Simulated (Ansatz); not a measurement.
Al2Cu (Fm-3m), comparing deformations

These are results of Ansatz, DFT PBE, scalar-relativistic, plane waves, PAW, not measurements. Cutoff 420 eV, Γ-centred 16×16×16 k-points, Gaussian smearing of 0.15 eV. No spin polarisation. Energies are free energies at this smearing, counted from the undisturbed cell; pressure is positive in compression.

The undisturbed cell (relaxed at this level; it needn't be the usual structure):

```xyz
3
Lattice="-2.0446 2.0446 2.8912 2.0446 -2.0446 2.8912 2.0446 2.0446 -2.8912" Properties=species:S:1:pos:R:3 pbc="T T T"
Al    0.0000    2.0446    1.4456
Al    2.0446    0.0000    1.4456
Cu    0.0000    0.0000    2.8912
```

The cell is strained by ε times a Voigt pattern (xx, yy, zz, yz, xz, xy; engineering shear) with fractional coordinates fixed. τ = (1/V0) dE/dε comes from the stress tensor. Of each scan, only the three points used here are listed.

| pattern | ε | τ (GPa) |
| --- | --- | --- |
| (0, 0, 1, 0, 0, 0) | -0.0250 | -4.45 |
| (0, 0, 1, 0, 0, 0) | 0.0000 | -0.04 |
| (0, 0, 1, 0, 0, 0) | 0.0250 | 3.58 |
| (0, 1, 0, 0, 0, 0) | -0.0250 | -5.25 |
| (0, 1, 0, 0, 0, 0) | 0.0000 | -0.03 |
| (0, 1, 0, 0, 0, 0) | 0.0250 | 4.49 |

Q: Which constants do the scans give, and which deformation costs least for the same size of strain tensor?

A: The slope dτ/dε at zero (parabola through three points) is pᵀCp: (0, 0, 1, 0, 0, 0) gives C33 = 161 GPa; (0, 1, 0, 0, 0, 0) gives C22 = 195 GPa. The size of the strain tensor, ε:ε, is ε² times 1.0, 1.0. Per unit of it the stiffnesses are 161, 195 GPa, so (0, 0, 1, 0, 0, 0) is the softest of these: at ε:ε = (1 %)² the quadratic term costs 0.81 meV/atom against 0.98 for the stiffest. These are clamped-ion values.

Forces appear on the atoms along this scan, and letting them relax would lower the energy and soften the response. In a metal these slopes depend on the k mesh and the smearing.

Cost: 19 runs of about 5.8 core-minutes in all, on Intel Xeon Platinum 8259CL (Skylake/Cascade Lake) (shared hosts).